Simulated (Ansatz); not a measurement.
Crystal: BAs.

```
As B
1.0
     0.00000    2.38850    2.38850
     2.38850    0.00000    2.38850
     2.38850    2.38850    0.00000
As B
1 1
Direct
  0.75000 0.75000 0.75000
  0.00000 0.00000 0.00000
```

Base run:

| Quantity | Value |
| --- | --- |
| Program | Ansatz 0.2.0 |
| Functional | rPW86-PBE |
| Potentials or basis | Ansatz PAW |
| Cutoff | 420 eV (not typed: the program's choice for these potentials) |
| k mesh | 10 × 10 × 10 |
| Occupations | fermi-dirac, width 0.05 eV |
| Spin | no spin polarisation |

Its results: band gap on the k mesh 1.34 eV, indirect (least direct gap 3.36 eV); pressure 6.9 GPa.

**Question.** The run is repeated on the same cell with these changes: functional from rPW86-PBE to PBE. What comes out?

**Answer.** Band gap on the k mesh 1.18 eV, indirect (least direct gap 3.28 eV); pressure 2.8 GPa.

Caveats: the PAW data sets come from PBE, with cores solved anew for the run's functional, which leaves a small shift of forces and pressure (some runs).
